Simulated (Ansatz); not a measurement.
Runs of Ansatz 0.2.0 on Ti3Al. The structure is hexagonal, space group P-6m2 (No. 187). Conventional cell: a = 2.928 Å, b = 2.928 Å, c = 9.226 Å, α = 90.00°, β = 90.00°, γ = 120.00°. Ti (site symmetry 3m) is surrounded by 9 Ti at 2.86 to 2.93 Å and 3 Al at 2.86 Å. Ti (site symmetry -6m2) has 12 Ti at 2.86 to 2.93 Å as nearest neighbours. Al (site symmetry -6m2) is surrounded by 6 Ti at 2.86 Å and 6 Al at 2.93 Å. The cell comes from a database or a generator and needn't be the stable form of this composition.

| level | gap on the mesh (eV) | pressure (GPa) | relaxed volume (Å³/atom) |
| --- | --- | --- | --- |
| PBEsol | none | 0.0 | 16.60 |
| PBEsol+D4 | none | 0.0 | 16.41 |
| PBEsol+D3(BJ)-ATM | none | 0.0 | (a) |
| PBEsol+D3(BJ) | none | 0.0 | 15.85 |

Alike in all rows: task relaxation of cell and atoms; potentials or basis Ansatz PAW; no spin polarisation; cell relaxed; k mesh 10 × 10 × 3; cutoff (eV) 420; smearing fermi-dirac 0.05 eV.

Q: Fill in the values left out.

A: (a) 15.99.

Caveats: the plane-wave basis is chosen anew once the cell has moved, so the energies of steps on either side of that aren't comparable; the PAW data sets come from PBE, with cores solved anew for the run's functional, which leaves a small shift of forces and pressure; pairwise dispersion overbinds metals, which lowers pressure and volume (some runs).

A gap of «none» marks a metal or a gap under the smearing width.
